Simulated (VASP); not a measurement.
# C in VASP: a series of runs

The runs below take C through relaxation of cell and atoms, with PBE, LDA.

All numbers are computed with VASP 6.6.1; they aren't measurements. Logs are shortened: lines on timing, memory, paths and dates and some standing lists are left out, and cuts for length are marked.

## Step 1: Starting point

The cell holds a slab with vacuum, 2 atoms: a = 2.470 Å, b = 2.470 Å, c = 18.034 Å, α = 90.00°, β = 90.00°, γ = 120.00°.

The slab is cut from a database's or a generator's crystal, which needn't be the stable form of the element.

## Step 2: Relaxation of cell and atoms, PBE

INCAR reads:

```
ALGO     = Normal         # electronic algorithm
EDIFF    = 1E-6           # SCF threshold, eV
EDIFFG   = -0.01          # ionic threshold
ENCUT    = 600            # plane-wave cutoff, eV
GGA      = PE             # functional
IBRION   = 2              # ionic algorithm
ISIF     = 3              # what is computed and relaxed
ISMEAR   = 0              # smearing method
LASPH    = T              # aspherical terms in the spheres
LATTICE_CONSTRAINTS= .TRUE. .TRUE. .FALSE.
LCHARG   = F              # write CHGCAR
LREAL    = F              # projectors in reciprocal space
LWAVE    = F              # write WAVECAR
NELM     = 80             # most SCF steps
NSW      = 90             # ionic steps
PREC     = Accurate       # precision mode
SIGMA    = 0.03           # smearing width, eV
```

KPOINTS reads:

```
k-points
0
Gamma
  15 15 1
```

POSCAR reads:

```
C
1.0
    2.4700000000      0.0000000000      0.0000000000
   -1.2350000000      2.1390827500      0.0000000000
    0.0000000000      0.0000000000     18.0339500000
C
2
Direct
    0.0000000000      0.0000000000      0.4990587200
    0.6666666700      0.3333333300      0.5009412800
```

Potentials or basis: VASP PAW PBE potentials, release 64 (C).

On the command line:

```console
> cat potpaw_PBE.64/C/POTCAR > POTCAR
> mpirun -np 1 vasp_std > vasp.out
```

OUTCAR:

```text
EDIFF = 1E-6
   EDIFFG = -0.01
   ENCUT = 600
   GGA = PE
   IBRION = 2
   ISIF = 3
   ISMEAR = 0
   LASPH = T
   LREAL = F
   NELM = 80
   NSW = 90
   PREC = Accurate

 ion  position               nearest neighbor table
   1  0.000  0.000  0.499-   2 1.43   2 1.43   2 1.43
   2  0.667  0.333  0.501-   1 1.43   1 1.43   1 1.43

  LATTYP: Found a hexagonal cell.
 ALAT       =     2.4700000000
 C/A-ratio  =     7.3011943320

  Lattice vectors:

 A1 = (   2.4700000000,   0.0000000000,   0.0000000000)
 A2 = (  -1.2350000000,   2.1390827500,   0.0000000000)
 A3 = (   0.0000000000,   0.0000000000,  18.0339500000)

Analysis of symmetry for initial positions (statically):
=====================================================================
 Subroutine PRICEL returns:
 Original cell was already a primitive cell.

 Routine SETGRP: Setting up the symmetry group for a
 hexagonal supercell.

 Subroutine GETGRP returns: Found 12 space group operations
 (whereof  6 operations were pure point group operations)
 out of a pool of 24 trial point group operations.

The static configuration has the point symmetry C_3v.
 The point group associated with its full space group is D_3d.

Analysis of symmetry for dynamics (positions and initial velocities):
=====================================================================
 Subroutine PRICEL returns:
 Original cell was already a primitive cell.

 Routine SETGRP: Setting up the symmetry group for a
 hexagonal supercell.

 Subroutine GETGRP returns: Found 12 space group operations
 (whereof  6 operations were pure point group operations)
 out of a pool of 24 trial point group operations.

The dynamic configuration has the point symmetry C_3v.
 The point group associated with its full space group is D_3d.

 Subroutine INISYM returns: Found 12 space group operations
 (whereof  6 operations are pure point group operations),
 and found     1 'primitive' translations

----------------------------------------------------------------------------------------

                                     Primitive cell

  volume of cell :      95.2830

  direct lattice vectors                    reciprocal lattice vectors
     2.470000000  0.000000000  0.000000000     0.404858300  0.233745048  0.000000000
    -1.235000000  2.139082750  0.000000000     0.000000000  0.467490096  0.000000000
     0.000000000  0.000000000 18.033950000     0.000000000  0.000000000  0.055450969

  length of vectors
     2.470000000  2.470000002 18.033950000     0.467490096  0.467490096  0.055450969

  position of ions in fractional coordinates (direct lattice)
     0.000000000  0.000000000  0.499058720
     0.666666670  0.333333330  0.500941280

  ion indices of the primitive-cell ions
   primitive index   ion index
                 1           1
                 2           2

----------------------------------------------------------------------------------------

 KPOINTS: k-points

Automatic generation of k-mesh.
 Grid dimensions read from file:
 generate k-points for:   15   15    1

 Generating k-lattice:

  Cartesian coordinates                     Fractional coordinates (reciprocal lattice)
     0.026990553  0.015583003  0.000000000     0.066666667  0.000000000  0.000000000
     0.000000000  0.031166006  0.000000000     0.000000000  0.066666667  0.000000000
     0.000000000  0.000000000  0.055450969     0.000000000  0.000000000  1.000000000

  Length of vectors
     0.031166006  0.031166006  0.055450969

  Shift w.r.t. Gamma in fractional coordinates (k-lattice)
     0.000000000  0.000000000  0.000000000

 Subroutine IBZKPT returns following result:
 ===========================================

 Found     27 irreducible k-points:

 Following reciprocal coordinates:
            Coordinates               Weight
  0.000000  0.000000  0.000000      1.000000
  0.066667  0.000000  0.000000      6.000000
  0.133333  0.000000  0.000000      6.000000
  0.200000 -0.000000  0.000000      6.000000
  0.266667  0.000000  0.000000      6.000000
  0.333333 -0.000000  0.000000      6.000000
[... 16 lines left out ...]
  0.333333  0.200000  0.000000     12.000000
  0.400000  0.200000  0.000000      6.000000
 [... further k-points ...]
   k-points           NKPTS =     27   k-points in BZ     NKDIM =     27   number of bands    NBANDS=      8
   number of dos      NEDOS =    301   number of ions     NIONS =      2
   total plane-waves  NPLWV =  57600
   dimension x,y,z NGX =    20 NGY =   20 NGZ =  144
   dimension x,y,z NGXF=    40 NGYF=   40 NGZF=  288
   ions per type =               2
   NGX,Y,Z   is equivalent  to a cutoff of  13.46, 13.46, 13.27 a.u.
   NGXF,Y,Z  is equivalent  to a cutoff of  26.92, 26.92, 26.55 a.u.
 SYSTEM =  unknown system
   PREC   = accura    normal or accurate (medium, high low for compatibility)
   ISTART =      0    job   : 0-new  1-cont  2-samecut
   ICHARG =      2    charge: 1-file 2-atom 10-const
   ISPIN  =      1    spin polarized calculation?
   LNONCOLLINEAR =      F non collinear calculations
   LSORBIT =      F    spin-orbit coupling
   LASPH  =      T    aspherical Exc in radial PAW
   ENCUT  =  600.0 eV  44.10 Ry    6.64 a.u.   4.93  4.93 36.02*2*pi/ulx,y,z
   NELM   =     80;   NELMIN=  2; NELMDL= -5     # of ELM steps
   EDIFF  = 0.1E-05   stopping-criterion for ELM
   LREAL  =      F    real-space projection
   EDIFFG = -.1E-01   stopping-criterion for IOM
   NSW    =     90    number of steps for IOM
   IBRION =      2    ionic relax: 0-MD 1-quasi-New 2-CG
   NFREE  =      1    steps in history (QN), initial steepest desc. (CG)
   ISIF   =      3    stress and relaxation
   ISYM   =      2    0-nonsym 1-usesym 2-fastsym
   POTIM  = 0.5000    time-step for ionic-motion
   TEBEG  =    0.0;   TEEND  =   0.0 temperature during run
   PSTRESS=    0.0 pullay stress
   NELECT =       8.0000    total number of electrons
   NUPDOWN=      -1.0000    fix difference up-down
   EMIN   =  10.00;   EMAX   =-10.00  energy-range for DOS
   EFERMI =   0.00;   METHOD = LEGACY
   ISMEAR =     0;   SIGMA  =   0.03  broadening in eV -4-tet -1-fermi 0-gaus
   EFERMI_NEDOS =   21; number of points for ismear=-14 and -15
   IALGO  =     38    algorithm
   IMIX   =      4    mixing-type and parameters
     AMIX     =   0.40;   BMIX     =  1.00
     AMIX_MAG =   1.60;   BMIX_MAG =  1.00
  volume/ion in A,a.u.               =      47.64       321.50
  Fermi-wavevector in a.u.,A,eV,Ry     =   0.716858  1.354665  6.991832  0.513885
  Thomas-Fermi vector in A             =   1.805387
   LORBIT       =      0    0 simple, 1 ext, 2 COOP (PROOUT), +10 PAW based schemes
   GGA     = PE    functional components
   LHFCALC =     F    Hartree Fock is set to
   AEXX    =    0.0000 exact exchange contribution
   IVDW    =     0    specifies the selected vdW correction
   LEPSILON=     F    determine dielectric tensor
   LRPA    =     F    only Hartree local field effects (RPA)
 conjugate gradient relaxation of ions
 non-spin polarized calculation
 Gauss-broadening in eV      SIGMA  =   0.03
  energy-cutoff  :      600.00
  volume of cell :       95.28
 maximum number of plane-waves:      3237
 NGX is ok and might be reduce to    20
   NGX =  9   NGY =  9   NGZ = 73

--------------------------------------- Ionic step        1  -------------------------------------------

 number of electron       8.0000000 magnetization

 Free energy of the ion-electron system (eV)
  ---------------------------------------------------
  ext. energy  EPLUGINS =         0.00000000
  ---------------------------------------------------
  free energy    TOTEN  =       -18.44337125 eV

  energy without entropy =      -18.44307035  energy(sigma->0) =      -18.44322080

------------------------ aborting loop because EDIFF is reached ----------------------------------------

  FORCE on cell =-STRESS in cart. coord.  units (eV):
  Direction    XX          YY          ZZ          XY          YZ          ZX
  --------------------------------------------------------------------------------------
  -------------------------------------------------------------------------------------
  Total       -0.1725346     -0.1725346     -0.0567518      0.0000000     -0.0000000     -0.0000000
  in kB       -2.9011581     -2.9011582     -0.9542782      0.0000000     -0.0000000     -0.0000000
  external PRESSURE =      -2.2521982 kB  Pullay stress =       0.0000000 kB
[... 129 lines left out ...]
  energy  without entropy=      -18.4521839176  energy(sigma->0) =      -18.45233437

--------------------------------------- Ionic step        5  -------------------------------------------

 number of electron       8.0000001 magnetization

 Free energy of the ion-electron system (eV)
  ---------------------------------------------------
  ext. energy  EPLUGINS =         0.00000000
  ---------------------------------------------------
  free energy    TOTEN  =       -18.45324493 eV

  energy without entropy =      -18.45294403  energy(sigma->0) =      -18.45309448

 E-fermi :  -2.5902     XC(G=0):  -2.4314

 val. band max:       -2.5901669269   @ k =   0.3333   0.3333   0.0000
 cond. band min:      -2.5901666466   @ k =   0.3333   0.3333   0.0000
 fundamental gap:      0.0000002803
 Fermi energy:        -2.5901667869

 k-point     1 :       0.0000    0.0000    0.0000
  band No.  band energies     occupation
      1     -22.1046      2.00000
      2     -10.2002      2.00000
      3      -5.6375      2.00000
      4      -5.6375      2.00000
      5       0.6473      0.00000
      6       1.4315      0.00000
      7       1.9114      0.00000
      8       3.0617      0.00000
[... 243 lines left out ...]
 k-point    24 :       0.4000    0.2000    0.0000
  band No.  band energies     occupation
      1     -16.2625      2.00000
      2     -15.2709      2.00000
      3     -11.4332      2.00000
      4      -4.0901      2.00000
      5      -1.2925      0.00000
      6       8.2032      0.00000
      7       8.7288      0.00000
      8       9.2967      0.00000

 [... further k-points ...]

------------------------ aborting loop because EDIFF is reached ----------------------------------------

  FORCE on cell =-STRESS in cart. coord.  units (eV):
  Direction    XX          YY          ZZ          XY          YZ          ZX
  --------------------------------------------------------------------------------------
  -------------------------------------------------------------------------------------
  Total        0.0010008      0.0010008     -0.0312235      0.0000000      0.0000000      0.0000000
  in kB        0.0168709      0.0168709     -0.5263626      0.0000000      0.0000000      0.0000000
  external PRESSURE =      -0.1642069 kB  Pullay stress =       0.0000000 kB
[... 17 lines left out ...]
  FREE ENERGIE OF THE ION-ELECTRON SYSTEM (eV)
  ---------------------------------------------------
  free  energy   TOTEN  =       -18.4532449286 eV

  energy  without entropy=      -18.4529440275  energy(sigma->0) =      -18.45309448

 reached required accuracy - stopping structural energy minimisation
```

Run time: 71 s. Hardware: 1 thread of Intel Xeon Platinum 8259CL at 2.50GHz (Skylake/Cascade Lake), shared host; peak memory 0.22 GiB.

Results:

| Quantity | Value |
| --- | --- |
| Free energy | -18.4532 eV |
| Relaxed volume | 47.52 Å³/atom |
| Relaxed cell | a = 2.467 Å, b = 2.467 Å, c = 18.034 Å, α = 90.00°, β = 90.00°, γ = 120.00° |
| Space group after relaxing (to 0.05 Å) | P6/mmm (No. 191) |
| Energy gained by relaxing | 4.9 meV/atom |
| Ionic steps | 5 |
| Band gap on the k mesh | none (metal or under the smearing width) |

The path:
| step | energy change (eV) | largest force (eV/Å) | pressure (GPa) | volume (Å³) |
| --- | --- | --- | --- | --- |
| 1 | 0.0000 | 0.5691 | -0.23 | 95.28 |
| 2 | -0.0050 | 0.3499 | 0.43 | 94.49 |
| 3 | -0.0097 | 0.0240 | 0.16 | 94.81 |
| 4 | -0.0091 | 0.0478 | -0.36 | 95.47 |
| 5 | -0.0099 | 0.0006 | -0.02 | 95.04 |

Final structure:
```xyz
2
Lattice="2.4669 0.0000 0.0000 -1.2334 2.1364 0.0000 0.0000 0.0000 18.0340" Properties=species:S:1:pos:R:3 pbc="T T T"
C     0.0000    0.0000    9.0170
C     1.2334    0.7121    9.0170
```

## Step 3: Relaxation of cell and atoms, PBE

This run uses another cell than the first one, of 47.52 Å³/atom, 0.997 times its volume.

Changes to INCAR since step 2:

```diff
@@ -1,4 +1,4 @@
 ALGO     = Normal         # electronic algorithm
-EDIFF    = 1E-6           # SCF threshold, eV
-EDIFFG   = -0.01          # ionic threshold
+EDIFF    = 1E-7           # SCF threshold, eV
+EDIFFG   = -0.005         # ionic threshold
 ENCUT    = 600            # plane-wave cutoff, eV
```

KPOINTS is that of step 2.

POSCAR reads:

```
C                                       
1.0
    2.4668512357      0.0000000000      0.0000000000
   -1.2334256179      2.1363558402      0.0000000000
    0.0000000000      0.0000000000     18.0339500000
  C             
     2
Direct
     0.0000000000000000    0.0000000000000000    0.5000010628360775
     0.6666666699999979    0.3333333300000021    0.4999989371639226
```

Potentials or basis: VASP PAW PBE potentials, release 64 (C).

On the command line:

```console
> cat potpaw_PBE.64/C/POTCAR > POTCAR
> mpirun -np 1 vasp_std > vasp.out
```

It took 33 s on 1 thread of Intel Xeon Platinum 8259CL at 2.50GHz (Skylake/Cascade Lake), shared host; peak memory 0.22 GiB.

It converged, with:

```yaml
Free_energy: -18.4531 eV
Band_gap_on_the_k_mesh: none (metal or under the smearing width)
```

Final structure:
```
C
1.0
     2.46685    0.00000    0.00000
    -1.23343    2.13636    0.00000
     0.00000    0.00000   18.03395
C
2
Direct
  0.00000 0.00000 0.50000
  0.66667 0.33333 0.50000
```

Levels at points of the mesh, in eV from the Fermi level:
```csv
k point,band 1,band 2,band 3,band 4,band 5,band 6,band 7,band 8
"(0.00, 0.00, 0.00)",-19.51,-7.61,-3.05,-3.05,3.26,4.09,4.50,5.69
```

Caveat: the relaxation stopped at its first step, so nothing moved.

## Step 4: Relaxation of cell and atoms, LDA

INCAR reads:

```
SYSTEM = C
ALGO     = Normal         ! electronic algorithm
EDIFF    = 1E-6           ! SCF threshold, eV
EDIFFG   = -0.01          ! ionic threshold
ENCUT    = 600            ! plane-wave cutoff, eV
GGA      = CA             ! functional
IBRION   = 2              ! ionic algorithm
ISIF     = 3              ! what is computed and relaxed
ISMEAR   = 0              ! smearing method
LASPH    = .True.         ! aspherical terms in the spheres
LATTICE_CONSTRAINTS= .TRUE. .TRUE. .FALSE.
LCHARG   = .False.        ! write CHGCAR
LREAL    = .False.        ! projectors in reciprocal space
LWAVE    = .False.        ! write WAVECAR
NELM     = 80             ! most SCF steps
NSW      = 90             ! ionic steps
PREC     = Accurate       ! precision mode
SIGMA    = 0.03           ! smearing width, eV
```

KPOINTS reads:

```
k-points
0
Gamma
  15 15 1
  0 0 0
```

POSCAR reads:

```
C
1.0
    2.4700000000      0.0000000000      0.0000000000
   -1.2350000000      2.1390827500      0.0000000000
    0.0000000000      0.0000000000     18.0339500000
C
2
Direct
    0.0000000000      0.0000000000      0.4990587200
    0.6666666700      0.3333333300      0.5009412800
```

Potentials or basis: VASP PAW LDA potentials, release 64 (C).

On the command line:

```console
> cat potpaw_LDA.64/C/POTCAR > POTCAR
> mpirun -np 1 vasp_std > vasp.out
```

Wall time 97 s (1 thread of Intel Xeon Platinum 8259CL at 2.50GHz (Skylake/Cascade Lake), shared host); peak memory 0.18 GiB.

It converged, with:

```yaml
Free_energy: -20.1809 eV
Relaxed_volume: 46.72 Å³/atom
Relaxed_cell: a = 2.446 Å, b = 2.446 Å, c = 18.034 Å, α = 90.00°, β = 90.00°, γ = 120.00°
Space_group_after_relaxing_to_0.05_Å: P6/mmm (No. 191)
Energy_gained_by_relaxing: 11.7 meV/atom
Ionic_steps: 6
Band_gap_on_the_k_mesh: none (metal or under the smearing width)
```

Step by step:
```tsv
step	energy change (eV)	largest force (eV/Å)	pressure (GPa)	volume (Å³)
1	0.0000	0.6033	-1.54	95.28
2	0.0584	0.4201	4.02	89.23
3	-0.0215	0.2483	0.18	93.19
4	-0.0215	0.2412	0.22	93.15
5	-0.0224	0.1725	-0.22	93.66
6	-0.0234	0.0019	-0.03	93.44
```

Final structure:
```cif
data_structure
_symmetry_space_group_name_H-M 'P 1'
_symmetry_Int_Tables_number 1
_cell_length_a 2.4460
_cell_length_b 2.4460
_cell_length_c 18.0340
_cell_angle_alpha 90.000
_cell_angle_beta 90.000
_cell_angle_gamma 120.000
_cell_volume 93.44
loop_
_atom_site_label
_atom_site_type_symbol
_atom_site_fract_x
_atom_site_fract_y
_atom_site_fract_z
_atom_site_occupancy
C1 C 0.00000 0.00000 0.50000 1
C2 C 0.66667 0.33333 0.50000 1
```

Levels at points of the mesh, in eV from the Fermi level:
| k point | band 1 | band 2 | band 3 | band 4 | band 5 | band 6 | band 7 | band 8 |
| --- | --- | --- | --- | --- | --- | --- | --- | --- |
| (0.00, 0.00, 0.00) | -19.49 | -7.80 | -3.03 | -3.03 | 3.32 | 4.29 | 4.72 | 5.87 |

LDA usually gives volumes a few per cent too small. Zero-point motion and thermal expansion aren't in these numbers.

## Step 5: Relaxation of cell and atoms, LDA

This run uses another cell than the first one, of 46.72 Å³/atom, 0.981 times its volume.

Changes to INCAR since step 4:

```diff
@@ -2,4 +2,4 @@
 ALGO     = Normal         ! electronic algorithm
-EDIFF    = 1E-6           ! SCF threshold, eV
-EDIFFG   = -0.01          ! ionic threshold
+EDIFF    = 1E-7           ! SCF threshold, eV
+EDIFFG   = -0.005         ! ionic threshold
 ENCUT    = 600            ! plane-wave cutoff, eV
```

KPOINTS is that of step 4.

POSCAR reads:

```
C                                       
1.0
    2.4460290733      0.0000000000      0.0000000000
   -1.2230145366      2.1183233184      0.0000000000
    0.0000000000      0.0000000000     18.0339500000
  C             
     2
Direct
     1.0000000000000000    0.0000000000000000    0.4999974173840457
     0.6666666699999979    0.3333333300000021    0.5000025826159543
```

On the command line:

```console
> cat potpaw_LDA.64/C/POTCAR > POTCAR
> mpirun -np 1 vasp_std > vasp.out
```

Wall time 37 s (1 thread of Intel Xeon Platinum 8259CL at 2.50GHz (Skylake/Cascade Lake), shared host); peak memory 0.18 GiB.

It converged, with:

* Free energy: -20.1794 eV
* Band gap on the k mesh: none (metal or under the smearing width)

Final structure:
```yaml
crystal:
  lattice:
    - [2.44603, 0.00000, 0.00000]
    - [-1.22301, 2.11832, 0.00000]
    - [0.00000, 0.00000, 18.03395]
  atoms:
    - { symbol: C, position: [0.00000, 0.00000, 0.50000] }
    - { symbol: C, position: [0.66667, 0.33333, 0.50000] }
```

Levels at points of the mesh, in eV from the Fermi level:
```tsv
k point	band 1	band 2	band 3	band 4	band 5	band 6	band 7	band 8
(0.00, 0.00, 0.00)	-19.49	-7.80	-3.03	-3.03	3.33	4.32	4.71	5.88
```

Caveat: the relaxation stopped at its first step, so nothing moved.
